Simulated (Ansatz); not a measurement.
## An elastic constant from a strain scan in GaSb

Level of theory: DFT PBEsol, scalar-relativistic, plane waves, PAW (Ansatz 0.2.0). The runs took a 420 eV cutoff, a Γ-centred 14×14×14 mesh and Gaussian smearing (0.15 eV). No spin polarisation. Energies are free energies at this smearing, counted from the undisturbed cell; pressure is positive in compression.

Zero of the scan (as given, not relaxed at this level; it stands at -0.2 GPa):

```
Ga Sb
1.0
     0.00000    3.05900    3.05900
     3.05900    0.00000    3.05900
     3.05900    3.05900    0.00000
Ga Sb
1 1
Direct
  0.00000 0.00000 0.00000
  0.75000 0.75000 0.75000
```

The cell is strained by ε times the Voigt pattern (0, 1, 0, 0, 0, 0) (xx, yy, zz, yz, xz, xy; engineering shear) with fractional coordinates fixed. The cell holds 2 atoms in V0 = 57.25 Å³. The stress column is τ = (1/V0) dE/dε, got from the stress tensor σ (compression positive) at each point as −det(1 + εP) σ : P(1 + εP)⁻¹, with P the pattern as a tensor.

| ε | ΔE (meV/atom) | τ (GPa) |
| --- | --- | --- |
| -0.0200 | 2.311 | -1.475 |
| -0.0150 | 1.179 | -1.056 |
| -0.0100 | 0.421 | -0.643 |
| -0.0050 | 0.029 | -0.234 |
| 0.0000 | 0.000 | 0.169 |
| 0.0050 | 0.330 | 0.567 |
| 0.0100 | 1.011 | 0.959 |
| 0.0150 | 2.042 | 1.346 |
| 0.0175 | 2.686 | 1.538 |
| 0.0200 | ? | ? |

Task: Which combination of elastic constants does this scan measure, and how large is it?

Result: For small ε, τ = τ0 + Kε with K = pᵀCp, which for this pattern is C11 in the cubic axes. The parabola through τ at ε = -0.0050, 0 and 0.0050 has slope K = 80 GPa at zero. The energies per cell, E = NΔE, of the wider pair ε = ±0.0150 give K = 2[E(ε₊)/ε₊ − E(ε₋)/ε₋]/[(ε₊ − ε₋)V0] = 80 GPa, in agreement.

Task: Predict the withheld row at ε = 0.0200 from the harmonic law, and compare.

Result: ΔE = V0(τ0 ε + Kε²/2)/N = 3.466 meV/atom and τ = 1.77 GPa. The calculation gives 3.414 meV/atom and 1.73 GPa, a miss of 1.5 % of the harmonic energy, so the harmonic law still holds here.

In a metal these slopes depend on the k mesh and the smearing.